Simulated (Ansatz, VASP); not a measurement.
## BeTe in VASP and in Ansatz

The input INCAR:

```
ALGO = Normal ; EDIFF = 1E-7
EDIFFG = -0.02 ; ENCUT = 600
GGA = PS ; IBRION = 2
ISIF = 3 ; ISMEAR = -1
IVDW = 12 ; LASPH = T
LCHARG = F ; LREAL = F
LWAVE = F ; NELM = 80
NSW = 60 ; PREC = Accurate
SIGMA = 0.05
```

Contents of KPOINTS:

```
k-points
0
Gamma
  8 8 8
```

Contents of POSCAR:

```
BeTe
1.0
    0.0000000000      2.7700000000      2.7700000000
    2.7700000000      0.0000000000      2.7700000000
    2.7700000000      2.7700000000      0.0000000000
Te Be
1 1
Direct
    0.7500000000      0.7500000000      0.7500000000
    0.0000000000      0.0000000000      0.0000000000
```

The input input.yaml:

```yaml
crystal:
  lattice:
    - [0.0, 2.77, 2.77]
    - [2.77, 0.0, 2.77]
    - [2.77, 2.77, 0.0]
  atoms:
    - { symbol: Te, position: [0.75, 0.75, 0.75] }
    - { symbol: Be, position: [0.0, 0.0, 0.0] }
hamiltonian:
  xc: pbesol
  pseudopotentials: { kind: paw }
  dispersion: d3bj
kpoints:
  mp_grid: { grid: [8, 8, 8] }
scf:
  occupations: { method: fermi_dirac, width: 0.05 }
output:
  forces: true
  stress: true
  write_density: true
  write_potential: true
  elf: true
  volumetric_format: npy
relax:
  f_tol: 0.01
  max_steps: 40
  cell: { stress_tol: 0.05 }
```

Alike in both runs: task relaxation of cell and atoms; functional PBEsol; dispersion D3(BJ); k mesh 8 × 8 × 8; occupations fermi-dirac, width 0.05 eV; no spin polarisation.

```csv
,VASP,Ansatz
version,VASP 6.6.1,Ansatz 0.2.0
potentials or method,"VASP PAW PBE potentials, release 64 (Te, Be)",Ansatz PAW
plane-wave cutoff (eV),600,420
valence electrons in the cell,8,18
```

|  | VASP | Ansatz | Ansatz less VASP |
| --- | --- | --- | --- |
| gap on the k mesh at the Fermi level, each at its own relaxed structure (eV) | 1.73 | 1.74 | +0.012 |
| relaxed volume (Å³/atom) | 21.25 | 21.19 | -0.061 |
| relaxed cell length with the largest relative difference (Å) | 3.917 | 3.914 | -0.0038 |

The two sets of potentials don't hold the same shells in valence.

Caveats: spin-orbit coupling is left out, which moves the levels of the heavy elements; the relaxation stopped at its first step, so nothing moved (VASP); the PAW data sets were made with another functional, which shifts forces and pressure a little (VASP); the plane-wave basis is chosen anew once the cell has moved, so the energies of steps on either side of that aren't comparable (Ansatz); the PAW data sets come from PBE, with cores solved anew for the run's functional, which leaves a small shift of forces and pressure (Ansatz). A k mesh can miss the band edges. Expect the measured gap to be larger: semilocal functionals such as PBEsol lack the derivative discontinuity.
